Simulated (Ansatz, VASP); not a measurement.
**Ru in VASP and in Ansatz**

File INCAR:

```
ALGO = Normal
EDIFF = 1E-6
ENCUT = 520
GGA = PE
ISIF = 2
ISMEAR = -1
LASPH = True
LCHARG = False
LREAL = False
LWAVE = False
NBANDS = 13
NELM = 60
PREC = Accurate
SIGMA = 0.1
```

Contents of KPOINTS:

```
k-points
0
Gamma
  15 15 15
```

POSCAR

```
Ru
1.0
    2.1188026486      0.0000000000      0.0000000000
    0.0000000000      2.1188026486      0.0000000000
    0.0000000000      0.0000000000      2.1188026486
Ru
1
Direct
    0.0000000000      0.0000000000      0.0000000000
```

Input for Ansatz:

```yaml
crystal:
  lattice:
    - [2.1188026486, 0.0, 0.0]
    - [0.0, 2.1188026486, 0.0]
    - [0.0, 0.0, 2.1188026486]
  atoms:
    - { symbol: Ru, position: [0.0, 0.0, 0.0] }
kpoints:
  mp_grid: { grid: [15, 15, 15] }
scf:
  occupations: { method: fermi_dirac, width: 0.1 }
hamiltonian:
  xc: pbe
  pseudopotentials: { kind: all_electron, lapw: { basis_error: 0.001 } }
output:
  forces: true
  stress: true
  eigenvalues: true
  populations: true
```

Change from the starting cell: volume scaled by 0.6, LAPW.

Alike in both runs: task single point; functional PBE; k mesh 15 × 15 × 15; occupations fermi-dirac, width 0.1 eV; no spin polarisation.

|  | VASP | Ansatz |
| --- | --- | --- |
| version | VASP 6.6.1 | Ansatz 0.2.0 |
| potentials or method | VASP PAW PBE potentials, release 64 (Ru_pv) | all-electron LAPW, scalar-relativistic |
| plane-wave cutoff (eV) | 520 | see its input |

VASP gave:

```
pressure (GPa) : 370.8
```

Question: Estimate Ansatz's values.

Answer: Pressure (GPa): 361.9.

Ansatz ran all-electron here, so the differences hold the error of VASP's frozen core and of both bases.

Caveats: the cell as given lies far from equilibrium; so large a pressure means that the cell lies far from this level's equilibrium, or that cutoff or potentials fall short (VASP).
